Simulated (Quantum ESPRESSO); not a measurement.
# MgB2 in Quantum ESPRESSO: the effect of target pressure

MgB2:

```xyz
3
Lattice="3.0850 0.0000 0.0000 -1.5425 2.6717 0.0000 0.0000 0.0000 3.5230" Properties=species:S:1:pos:R:3 pbc="T T T"
Mg    0.0000    0.0000    0.0000
B     1.5425    0.8906    1.7615
B     0.0000    1.7811    1.7615
```

Alike in all runs:

- Program: Quantum ESPRESSO 7.5
- Task: relaxation of cell and atoms
- Functional: PBEsol
- Potentials or basis: GBRV 1.5 PBEsol
- Cutoff: 707 eV
- Density cutoff: 5633 eV
- k mesh: 10 × 10 × 8
- Occupations: fermi-dirac, width 0.05 eV
- Spin: no spin polarisation

Each run relaxes the cell or the atoms first.

Problem. One run gave: relaxed volume 8.47 Å³/atom. Which target pressure did it use?
A. 2 GPa
B. 0 GPa
C. 30 GPa
D. 20 GPa
E. 5 GPa

Solution. D.

| target pressure | relaxed volume (Å³/atom) |
| --- | --- |
| 0 GPa | 9.47 |
| 2 GPa | 9.34 |
| 5 GPa | 9.17 |
| 10 GPa | 8.91 |
| 20 GPa | 8.47 |
| 30 GPa | 8.11 |

Caveats: the volume moved by over 15 % at a fixed basis, so the end points are rough (some runs).
